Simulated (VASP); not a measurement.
SnTe:

```
Te Sn
1.0
     3.90470    0.00000    0.00000
     0.00000    3.90470    0.00000
     0.00000    0.00000    3.90470
Te Sn
1 1
Direct
  0.50000 0.50000 0.50000
  0.00000 0.00000 0.00000
```

Measurements of this composition are mostly on another form, of space group No. 225.

* Program: VASP 6.6.1
* Task: relaxation of cell and atoms
* Functional: TPSS
* Potentials or basis: VASP PAW PBE potentials, release 64 (Te, Sn_d)
* Cutoff: 600 eV
* k mesh: 7 × 7 × 7
* Occupations: gaussian, width 0.05 eV
* Spin: no spin polarisation

At the start: pressure -2.0 GPa; volume 29.77 Å³/atom.

Problem. How do energy, volume and symmetry change on relaxing?

Solution. Over 3 steps the energy falls by 11.0 meV/atom and the volume is 28.11 Å³/atom (-5.6 %); space group Pm-3m (No. 221, to 0.05 Å).

The path:
| step | energy change (eV) | largest force (eV/Å) | pressure (GPa) | volume (Å³) |
| --- | --- | --- | --- | --- |
| 1 | 0.0000 | 0.0000 | -1.99 | 59.53 |
| 2 | -0.0218 | 0.0000 | -0.14 | 56.41 |
| 3 | -0.0219 | 0.0000 | 0.00 | 56.21 |

Final structure:
```
Te Sn
1.0
     3.83074    0.00000    0.00000
     0.00000    3.83074    0.00000
     0.00000    0.00000    3.83074
Te Sn
1 1
Direct
  0.50000 0.50000 0.50000
  0.00000 0.00000 0.00000
```

Caveat: the PAW data sets were made with another functional, which shifts forces and pressure a little.
